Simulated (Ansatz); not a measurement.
# CrI3 monolayer in a perpendicular field

What dipole does a perpendicular field induce in the CrI3 monolayer, and does the gap follow? A positive field points along +c.

Calculated with Ansatz 0.2.0; plane-wave DFT, PBE-D3(BJ), Ansatz PAW (set soft_1); PAW set soft_1.

**1. Set-up**

The cell holds 8 atoms: 6 I and 2 Cr. Its edges and angles: a = 6.907 Å, b = 6.907 Å, c = 37.249 Å, α = 90.0°, β = 90.0°, γ = 120.0°. Vacuum lies along c.

**2. Relaxing the slab**

The starting cell is a guess, so the in-plane lattice and the atoms are relaxed first, with the slab cut off from its images along the normal.

input.yaml

```yaml
crystal:
  lattice:
    - [6.90675, 0.0, 0.0]
    - [-3.453375, 5.9814209576, 0.0]
    - [0.0, 0.0, 37.2494780018]
  atoms:
    - { symbol: I, position: [0.64, 0.0, 0.4577245351] }
    - { symbol: I, position: [0.0, 0.64, 0.4577245351] }
    - { symbol: I, position: [0.36, 0.36, 0.4577245351] }
    - { symbol: Cr, position: [0.3333333333, 0.6666666667, 0.5], spin: 3.0 }
    - { symbol: Cr, position: [0.6666666667, 0.3333333333, 0.5], spin: 3.0 }
    - { symbol: I, position: [0.36, 0.0, 0.5422754649] }
    - { symbol: I, position: [0.0, 0.36, 0.5422754649] }
    - { symbol: I, position: [0.64, 0.64, 0.5422754649] }
  periodic: [true, true, false]
magnetization:
  spin_polarized: true
kpoints:
  mp_grid: { grid: [6, 6, 1] }
hamiltonian:
  xc: pbe
  dispersion: d3bj
  pseudopotentials: { kind: paw, azcp: { folder: soft_1 } }
scf:
  occupations: { method: fermi_dirac, width: 0.05 }
  convergence: { dr2_threshold: 1.0e-09 }
relax:
  f_tol: 0.004
  max_steps: 90
  cell: {}
output:
  write_potential: true
  write_density: true
  volumetric_format: npy
```

Run with:

```sh
$ ansatz run input.yaml --threads 4 --pin off --max-ram 12288MiB --backend cpu --events-out ev --progress --plain --runs-dir out
```

Numbers of over 12 decimals in the logs are rounded to 6 here.

The program printed:

```text
Warning: relax.cell: scf.convergence.dr2_threshold = 1e-9 eV is looser than the 4.62671727011e-10 eV advised for a relaxation that steers and ends on the stress (1e-10 eV for each atom of the cell: 8, times the square of relax.cell.stress_2d_tol = 0.05 N/m over 13.1 Å (the atoms' height at the walk's start and 5 Å past either face), 3.802e-2 GPa, over a crystal's default 0.05). What an SCF threshold leaves in a stress goes as its square root, and in the free energy as the threshold itself, and one threshold admits the most on a small cell: [figures from the program's tests cut] Set scf.convergence.dr2_threshold to 4.62671727011e-10 eV or tighter. [rest of the remark cut]
Engine: ansatz 0.2.0, x86_64-unknown-linux-gnu
Pseudopotentials: kind: paw
Pseudopotential: I, paw, valence charge 17, recommended cutoff 420 eV (normal), soft_1/I.paw.azcp
Pseudopotential: Cr, paw, valence charge 14, recommended cutoff 420 eV (normal), soft_1/Cr.paw.azcp
Functional definition: PBE
  parameter kappa = 0.804
  parameter beta = 0.066725
  exchange = pbe_x(kappa = kappa, mu = beta*pi^2/3)
  correlation = pbe_c(beta = beta)
Crystal: 8 atoms, lattice volume = 1538.857 Å³
Basis set: ecut = 420 eV, 30125 PW (Γ), exchange–correlation on 96×96×500 points (8 copies of the dense FFT grid, shifted against one another)
Bands: 82, of which v1, the nominal top of the filled ones, is band 65 counted from 1 (64 counted from 0)
Symmetry: 12 space group operations
Space group: P-31m (ITA 162), of the structure as read, at distance tolerance 1.2e-4 Å
Magnetic group: BNS 162.73 (UNI 1303), of the structure as read, at distance tolerance 1.2e-4 Å
k-points: 7 of 36
Non-local potential: I, projectors of the file, l = 0: 2, l = 1: 2, l = 2: 2, l = 3: 1
Non-local potential: Cr, projectors of the file, l = 0: 3, l = 1: 2, l = 2: 3, l = 3: 1
PAW form: soft (Blöchl's): semilocal exchange-correlation on the pseudo side does not see the compensation charge
PAW one-centre angular grid: I, 590 points (default); XC on 64 Gauss nodes
PAW one-centre angular grid: Cr, 590 points (default); XC on 64 Gauss nodes
Initial density: superposition of atomic densities (neutral atoms: chi_scale 0, normalization atom)
Starting moments: Σ|m| = 6 μB on 2 of 8 sites
Initial wavefunctions: pseudopotential atomic-orbital guess
Functional: x = pbe(κ = 0.804, μ = 0.219515), c = pbe(β = 0.066725)
SCF iter   1: F=—  HF=-51839.579970 eV  |F-HF|=—  |Δ(HF+E_count)|=         —  Δρ=1.26e-2 (↑1.26e-2 ↓1.25e-2)  dr2=9.57e0  dr2_m=3.22e-1  M=6.000 μB ∫|m|=6.579 μB  β_m=0.30  ethr=3.10e-3  ⟨swp⟩=15.2  Hψ=6999  notcnv=0  defer=12
Mixer restart at iter 1: flushing history
preconditioner: auto → Resta (q_TF=auto, 1.807 Å⁻¹)  ε∞=1.6  [insulator: Δε(μ)=1.204 eV  Ē_g=8.877 eV  σ=0.050 eV  W_gap=1.00  n_scr=122 (ndim 8)  ℏωp=7.0 eV  f_vac=0.801  D(μ)=0.00/eV (n_scr^D=0)  ε∞_Penn≈1.6  vacuum switching on, ρ_ref=5.7e-3 e/Å³]
spin=Collinear: Resta preconditioning applied to the charge; magnetization (m = ρ↑ − ρ↓) channel mixes plain (no charge-response kernel on spin).
SCF iter   2: F=—  HF=-51839.167139 eV  |F-HF|=—  |Δ(HF+E_count)|=   4.13e-1  Δρ=8.19e-3 (↑8.19e-3 ↓4.82e-3)  dr2=6.79e-1  dr2_m=4.74e-1  M=6.000 μB ∫|m|=6.834 μB  β_m=0.30  ethr=3.10e-3  ⟨swp⟩=4.9  Hψ=3008  notcnv=0  defer=91
SCF iter   3: F=—  HF=-51839.058479 eV  |F-HF|=—  |Δ(HF+E_count)|=   1.09e-1  Δρ=4.95e-3 (↑4.95e-3 ↓4.39e-3)  dr2=2.02e-1  dr2_m=2.34e-1  M=6.000 μB ∫|m|=6.871 μB  β_m=0.53  ethr=5.23e-4  ⟨swp⟩=4.1  Hψ=2016  notcnv=0  defer=102
SCF iter   4: F=—  HF=-51839.179115 eV  |F-HF|=—  |Δ(HF+E_count)|=         —  Δρ=2.82e-3 (↑2.82e-3 ↓2.27e-3)  dr2=2.24e-1  dr2_m=7.24e-2  M=6.000 μB ∫|m|=7.158 μB  β_m=0.53  ethr=1.56e-4  ⟨swp⟩=3.9  Hψ=2642  notcnv=0  defer=102
SCF iter   5: F=—  HF=-51839.143634 eV  |F-HF|=—  |Δ(HF+E_count)|=   3.55e-2  Δρ=1.33e-3 (↑1.33e-3 ↓7.36e-4)  dr2=4.70e-2  dr2_m=1.21e-2  M=6.000 μB ∫|m|=7.202 μB  β_m=0.63  ethr=1.56e-4  ⟨swp⟩=3.0  Hψ=1723  notcnv=0  defer=99
SCF iter   6: F=—  HF=-51839.134190 eV  |F-HF|=—  |Δ(HF+E_count)|=   9.44e-3  Δρ=2.09e-4 (↑2.09e-4 ↓1.41e-4)  dr2=2.67e-3  dr2_m=2.96e-4  M=6.000 μB ∫|m|=7.214 μB  β_m=0.59  ethr=3.62e-5  ⟨swp⟩=3.6  Hψ=2170  notcnv=0  defer=99
SCF iter   7: F=—  HF=-51839.133639 eV  |F-HF|=—  |Δ(HF+E_count)|=   5.51e-4  Δρ=2.74e-5 (↑1.99e-5 ↓2.74e-5)  dr2=2.96e-5  dr2_m=3.29e-6  M=6.000 μB ∫|m|=7.217 μB  β_m=0.75  ethr=2.05e-6  ⟨swp⟩=3.9  Hψ=2295  notcnv=0  defer=99
SCF iter   8: F=—  HF=-51839.133638 eV  |F-HF|=—  |Δ(HF+E_count)|=   1.14e-6  Δρ=7.51e-6 (↑7.51e-6 ↓6.01e-6)  dr2=9.31e-7  dr2_m=4.05e-7  M=6.000 μB ∫|m|=7.219 μB  β_m=0.73  ethr=2.28e-8  ⟨swp⟩=3.3  Hψ=2136  notcnv=0  defer=99
SCF iter   9: F=—  HF=-51839.133639 eV  |F-HF|=—  |Δ(HF+E_count)|=   4.86e-7  Δρ=3.04e-6 (↑2.90e-6 ↓3.04e-6)  dr2=2.81e-8  dr2_m=1.16e-7  M=6.000 μB ∫|m|=7.219 μB  β_m=0.79  ethr=7.17e-10  ⟨swp⟩=3.2  Hψ=2402  notcnv=0  defer=99
SCF iter  10: F=—  HF=-51839.133639 eV  |F-HF|=—  |Δ(HF+E_count)|=   2.26e-7  Δρ=1.16e-6 (↑1.16e-6 ↓9.06e-7)  dr2=8.66e-9  dr2_m=1.39e-8  M=6.000 μB ∫|m|=7.220 μB  β_m=0.83  ethr=2.16e-11  ⟨swp⟩=4.2  Hψ=2953  notcnv=0  defer=99
SCF iter  11: F=—  HF=-51839.133639 eV  |F-HF|=—  |Δ(HF+E_count)|=   2.65e-8  Δρ=3.44e-7 (↑3.44e-7 ↓2.68e-7)  dr2=7.56e-10  dr2_m=1.18e-9  M=6.000 μB ∫|m|=7.220 μB  β_m=0.84  ethr=6.66e-12  ⟨swp⟩=3.1  Hψ=2466  notcnv=0  defer=99
SCF iter  12: F=-51839.133639 eV  HF=-51839.133639 eV  |F-HF|=1.02e-9  |Δ(HF+E_count)|=   2.76e-9  Δρ=1.04e-7 (↑1.04e-7 ↓6.73e-8)  dr2=4.90e-10  dr2_m=1.21e-11  M=6.000 μB ∫|m|=7.220 μB  ethr=1.00e-12  ⟨swp⟩=7.9  Hψ=7587  notcnv=0
SCF 1 converged in 12 iterations: F = -51839.133639 eV  dr2 = 4.90e-10
  greatest PAW one-centre occupation: 1.000 electrons in one spin orbital (limit 2), on the Cr atom at site 4 (counted from 0), in its partial waves of l = 0
relax step   1: F+E_penalty+E_count = -51839.13363909 eV  Δ(F+E_penalty+E_count) = +0.000e0 eV  max|allowed force component| = 1.043e-1 eV/Å  Δτ_max = 0.0000 Å  P = -0.169 N/m  Ω = 1538.857 Å³  fix = [c, alpha, beta]  reactions: c -0.000 N/m  (12 SCF iters, accepted)
Crystal: 8 atoms, lattice volume = 1522.372 Å³
Basis set: ecut = 420 eV, 29837 PW (Γ), exchange–correlation on 96×96×500 points (8 copies of the dense FFT grid, shifted against one another)
Initial density: handed on by an earlier stage of this run
Starting moments: Σ|m| = 6 μB on 2 of 8 sites; this step starts from the density that it was given
Initial wavefunctions: those handed on with the density
iter 1 solved again at ethr=2.26e-5 eV; its pass at ethr=3.10e-3 eV (dr2=2.93e-2 eV) is discarded
[...]
relax step   5: F+E_penalty+E_count = -51839.15974963 eV  Δ(F+E_penalty+E_count) = -2.876e-4 eV  max|allowed force component| = 3.175e-3 eV/Å  Δτ_max = 0.0045 Å  P = +0.003 N/m  Ω = 1507.404 Å³  energy of the carried Pulay correction = +6.272e-4 eV  fix = [c, alpha, beta]  reactions: c +0.000 N/m  (9 SCF iters, accepted)
Initial wavefunctions: pseudopotential atomic-orbital guess (no wavefunctions were taken with the density)
iter 1 solved again at ethr=1.08e-6 eV; its pass at ethr=3.10e-3 eV (dr2=1.40e-3 eV) is discarded
SCF iter   1: F=—  HF=-51839.159345 eV  |F-HF|=—  |Δ(HF+E_count)|=         —  Δρ=6.06e-6 (↑6.05e-6 ↓6.06e-6)  dr2=1.27e-6  dr2_m=5.03e-8  M=6.000 μB ∫|m|=7.194 μB  β_m=0.65  ethr=1.08e-6  ⟨swp⟩=7.7  Hψ=10843  notcnv=0  defer=6
eigensolver tolerance schedule: the retry pair's looser diagonalisation over-reported the residual by 1105.82 of it (diagonalisation noise at 0.63 of the residual, at the tolerance the schedule requests for it); recorded, not acted on — ethr = c·dr2/N_el stays at c = 1.0e-1
spin=Collinear: Resta preconditioning applied to the charge; magnetization (m = ρ↑ − ρ↓) channel mixes plain (no charge-response kernel on spin).
SCF iter   2: F=—  HF=-51839.159103 eV  |F-HF|=—  |Δ(HF+E_count)|=   2.42e-4  Δρ=3.65e-6 (↑3.65e-6 ↓2.48e-6)  dr2=7.41e-7  dr2_m=2.31e-8  M=6.000 μB ∫|m|=7.194 μB  β_m=0.38  ethr=9.76e-10  ⟨swp⟩=4.9  Hψ=3552  notcnv=0  defer=1
SCF iter   3: F=—  HF=-51839.159103 eV  |F-HF|=—  |Δ(HF+E_count)|=   8.44e-8  Δρ=1.42e-6 (↑1.14e-6 ↓1.42e-6)  dr2=3.65e-8  dr2_m=2.84e-9  M=6.000 μB ∫|m|=7.194 μB  β_m=0.56  ethr=5.70e-10  ⟨swp⟩=3.8  Hψ=2415  notcnv=0  defer=1
SCF iter   4: F=—  HF=-51839.159103 eV  |F-HF|=—  |Δ(HF+E_count)|=   1.47e-7  Δρ=7.20e-7 (↑7.20e-7 ↓5.47e-7)  dr2=2.49e-8  dr2_m=6.18e-10  M=6.000 μB ∫|m|=7.194 μB  β_m=0.49  ethr=2.81e-11  ⟨swp⟩=3.0  Hψ=2457  notcnv=0  defer=1
SCF iter   5: F=—  HF=-51839.159103 eV  |F-HF|=—  |Δ(HF+E_count)|=   4.98e-8  Δρ=4.18e-7 (↑4.18e-7 ↓3.52e-7)  dr2=9.50e-9  dr2_m=3.50e-10  M=6.000 μB ∫|m|=7.194 μB  β_m=0.75  ethr=1.92e-11  ⟨swp⟩=2.5  Hψ=1857  notcnv=0  defer=1
SCF iter   6: F=—  HF=-51839.159103 eV  |F-HF|=—  |Δ(HF+E_count)|=   4.01e-8  Δρ=3.05e-7 (↑3.05e-7 ↓2.05e-7)  dr2=4.59e-9  dr2_m=6.33e-11  M=6.000 μB ∫|m|=7.194 μB  β_m=0.75  ethr=7.31e-12  ⟨swp⟩=3.0  Hψ=1890  notcnv=0  defer=1
SCF iter   7: F=—  HF=-51839.159103 eV  |F-HF|=—  |Δ(HF+E_count)|=   1.18e-8  Δρ=1.12e-7 (↑1.12e-7 ↓9.19e-8)  dr2=3.62e-10  dr2_m=3.60e-11  M=6.000 μB ∫|m|=7.194 μB  β_m=0.75  ethr=3.53e-12  ⟨swp⟩=3.5  Hψ=2397  notcnv=0  defer=1
SCF iter   8: F=-51839.159103 eV  HF=-51839.159103 eV  |F-HF|=1.46e-11  |Δ(HF+E_count)|=  8.73e-11  Δρ=4.14e-8 (↑4.14e-8 ↓3.49e-8)  dr2=6.78e-11  dr2_m=2.71e-12  M=6.000 μB ∫|m|=7.194 μB  ethr=1.00e-12  ⟨swp⟩=22.4  Hψ=8577  notcnv=0
SCF 6 converged in 8 iterations: F = -51839.159103 eV  dr2 = 6.78e-11
relax step   6: F+E_penalty+E_count = -51839.15910292 eV  Δ(F+E_penalty+E_count) = +6.467e-4 eV  max|allowed force component| = 3.228e-3 eV/Å  Δτ_max = 0.0000 Å  P = +0.004 N/m  Ω = 1507.404 Å³  fix = [c, alpha, beta]  reactions: c +0.000 N/m  stress off target by 4.27e-3 N/m on what of the cell is left free  SCF on the basis re-selected at this cell (its energy is not comparable with the rows above)  (8 SCF iters)
basis re-selected at this cell: Δ(F+E_penalty+E_count) = +6.467e-4 eV, ΔP = +0.001 N/m vs the last step (what re-selecting the basis moved, of the pressure what is left beyond the Pulay correction that the steps carried, after the strain that the cell walked since its last selection, with what the two solves' SCF thresholds leave and, on support functions, any second-order correction that the steps lacked; it is no m [...]
WARN: The output density's exchange-correlation potential varies sharply where the density is thin. Do not read a vacuum level from v_tot or v_xc, or from such a field of the output density. On a cell that repeats whose density bears no net charge and no dipole along the vacuum's axis use v_es (v_loc + v_h of the components); under efield.dipole_correction with no amplitude use v_es + v_field, which holds any externa [...]
SCF converged after 8 iterations
Magnetization: 6.0000 μB (68.0000 up, 62.0000 down)
Absolute magnetization: 7.1719 μB (∫|ρ↑−ρ↓|, with the PAW one-centre terms)
Spin contamination: 0.1940 ħ² per cell (⟨S²⟩ above its minimum at these occupations)
Per-site moments (μB) at R_I (Å): [(-0.049482, 1.119933), (-0.049482, 1.119933), (-0.049482, 1.119933), (2.925462, 1.119933), (2.925462, 1.119933), (-0.049482, 1.119933), (-0.049482, 1.119933), (-0.049482, 1.119933)]
Free energy (F): -51839.159103 eV
Harris-Foulkes:  -51839.159103 eV  (|F-HF|=1.46e-11)
Internal energy: -51839.159100 eV  (E = F + TS)
E sigma→0 (E₀):  -51839.159102 eV
Entropy (-TS):   -0.000003 eV (-0.000 meV/atom)
Fermi energy:    -5.039572 eV
--- Per-component energies (eV) ---
  E_band       = -4421.506473
  E_kinetic    = 1553.424249
  E_local      = -304415.611188  (includes V_loc(G=0)·N_el)
  E_nonlocal   = 786.311512
  E_hartree    = 150564.449727
  E_xc         = -875.002804
  E_vxc        = -955.288161  (∫ρ·V_xc dr)
  E_paw        = -31145.861053  (= ΣΔE_a)
  E_vpaw       = -2519.228785  (= ΣTr[D̂ρ^β])
  E_aug_tail   = -0.013190  (compensation charges beyond the density's cutoff)
  E_ewald      = 131695.299973
  E_disp       = -2.156325  (pairwise vdW)
  E_smearing   = -0.000003  (= −TS)
  E_closure    = -0.000000  (closes the sum)
  Σ components = -51839.159103   (vs F -51839.159103, Δ=0.00e0)
--- Forces (eV/Å), atoms counted from 1 ---
  atom   1  I      0.00322800    -0.00000000     0.00263877
  atom   2  I     -0.00161400     0.00279553     0.00263877
  atom   3  I     -0.00161400    -0.00279553     0.00263877
  atom   4  Cr    -0.00000000     0.00000000     0.00000000
  atom   5  Cr     0.00000000    -0.00000000    -0.00000000
  atom   6  I     -0.00322800     0.00000000    -0.00263877
  atom   7  I      0.00161400    -0.00279553    -0.00263877
  atom   8  I      0.00161400     0.00279553    -0.00263877
  max |Σ_I F_I| component: 8.67e-19 eV/Å
--- 2D stress c σ (N/m, compression-positive) ---
        0.004267       0.000000      -0.000000
        0.000000       0.004267      -0.000000
       -0.000000      -0.000000       0.000000
  P = ½ c Tr σ = 0.0043 N/m
--- Band table (eV; the first three rows and the last of 14) ---
  k-point 0 ↑: bands = [... 61 lower, -6.3567, -6.3567, -6.3421, -6.1637, -6.1637, -5.6796, -5.6796, -4.3757, ... 13 higher]
  k-point 1 ↑: bands = [... 61 lower, -6.5700, -6.4001, -6.2805, -6.1587, -6.1486, -5.8229, -5.6717, -4.3726, ... 13 higher]
  k-point 2 ↑: bands = [... 61 lower, -6.4576, -6.3835, -6.2499, -6.1771, -6.1259, -5.9624, -5.7097, -4.3570, ... 13 higher]
  k-point 6 ↓: bands = [... 61 lower, -6.3223, -3.8130, -3.8130, -3.6834, -3.5464, -3.3373, -3.3373, -2.9849, ... 13 higher]
  the weakly bound empty levels are not read free of the cell's end (no_gap_told)
--- Relaxed structure (5 steps of the walk, 4 accepted, 1 SCFs on fresh bases) ---
  F+E_penalty+E_count = -51839.15910292 eV   max|allowed force component| = 3.228e-3 eV/Å   (the final SCF, on the basis selected at the relaxed cell)
  cell:  # Å, volume = 1507.4045 Å³
    - [6.835802, 0, 0]
    - [-3.417901, 5.919978, 0]
    - [0, 0, 37.2494780018]
  atoms:
    - { symbol: I, position: [0.648508, 0, 0.458009] }
    - { symbol: I, position: [0, 0.648508, 0.458009] }
    - { symbol: I, position: [0.351492, 0.351492, 0.458009] }
    - { symbol: Cr, position: [0.333333, 0.666667, 0.5] }
    - { symbol: Cr, position: [0.666667, 0.333333, 0.5] }
    - { symbol: I, position: [0.351492, 0, 0.541991] }
    - { symbol: I, position: [0, 0.351492, 0.541991] }
    - { symbol: I, position: [0.648508, 0.648508, 0.541991] }
```

The job ended after 3 min (4 threads of Intel Xeon Platinum 8259CL at 2.50GHz (Skylake/Cascade Lake), shared host; peak memory 3.6 GiB).

Relaxation path:

```
step  energy less that of the first step (eV)  largest force component (eV/Å)  volume (Å³)
   1                                   0.0000                          0.1043      1538.86
   2                                   0.0419                          0.2203      1522.37
   3                                  -0.0237                          0.0079      1521.71
   4                                  -0.0258                          0.0082      1511.04
   5                                  -0.0261                          0.0032      1507.40
  6*                                  -0.0255                          0.0032      1507.40
```

Relaxation steps marked * repeat the geometry before them on a plane-wave basis chosen anew for their cell, so energy and pressure can jump there. Relaxation step 2 was tried and not accepted.

The run keeps the 12 symmetry operations that it works with, so distortions that break them were not tested.

| cell as run | before | after | change |
| --- | --- | --- | --- |
| a (Å) | 6.907 | 6.836 | -1.0 % |
| b (Å) | 6.907 | 6.836 | -1.0 % |

The atoms that moved most (Å, along periodic axes as changes of fractional coordinates times the final cell, across vacuum about the mean position):

```
atom      dx      dy      dz  length
  I3  -0.029  -0.050   0.011   0.059
  I7   0.029  -0.050  -0.011   0.059
  I2  -0.029   0.050   0.011   0.059
  I6  -0.058   0.000  -0.011   0.059
  I1   0.058   0.000   0.011   0.059
  I8   0.029   0.050  -0.011   0.059
```

Numbers from this step:

- total moment: 6.000 μB
- site moments: -0.04948, -0.04948, -0.04948, 2.925, 2.925, -0.04948, -0.04948, -0.04948 μB

Site moment by atom:

```
atom  site moment (μB)
  I1             -0.05
  I2             -0.05
  I3             -0.05
 Cr4              2.93
 Cr5              2.93
  I6             -0.05
  I7             -0.05
  I8             -0.05
```

The lattice constant a goes from 6.907 to 6.836 Å.

(Continued in part 2 of 2.)

[Logs are printed without paths, hosts, clocks, repeated set-up lines and the standing remarks that a program may print on its own settings, such as how far it seeks lower states.]

[Hosts, paths, dates, database ids (printed as entryN), source tags and the programs' standing remarks are cut or masked in the printed files.]

[Maps of the electrostatic potential energy from Ansatz leave out the sawtooth potential of an applied field or a dipole correction, so their vacuum need not be flat; planar profiles and work functions include it.]
